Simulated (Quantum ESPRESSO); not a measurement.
**GaN in Quantum ESPRESSO: the effect of target pressure**

Crystal: GaN.

```xyz
2
Lattice="0.0000 2.2535 2.2535 2.2535 0.0000 2.2535 2.2535 2.2535 0.0000" Properties=species:S:1:pos:R:3 pbc="T T T"
Ga    0.0000    0.0000    0.0000
N     1.1268    1.1268    1.1268
```

The cell is a database's computed one.

Alike in all runs:

| Property | Result |
| --- | --- |
| Program | Quantum ESPRESSO 7.5 |
| Task | phonons |
| Functional | PBE |
| Potentials or basis | GBRV 1.5 PBE |
| Cutoff | 612 eV |
| Density cutoff | 4898 eV |
| k mesh | 8 × 8 × 8, shifted |
| Occupations | fermi-dirac, width 0.05 eV |
| Spin | no spin polarisation |

Each run relaxes the cell or the atoms first.

Question: One run gave: relaxed volume 11.42 Å³/atom; dielectric constant 5.89 mean; highest phonon frequency 540 cm⁻¹. Which target pressure did it use?
A. 40 GPa
B. 5 GPa
C. 10 GPa
D. 20 GPa
E. 0 GPa

Answer: B.

```csv
target pressure,relaxed volume (Å³/atom),dielectric constant (mean),highest phonon frequency (cm⁻¹)
0 GPa,11.73,6.06,519
5 GPa,11.42,5.89,540
10 GPa,11.15,5.75,559
20 GPa,10.70,5.55,594
40 GPa,10.00,5.28,654
```

Caveats: the cell is more than 3 GPa from zero pressure, which shifts response properties (some runs).
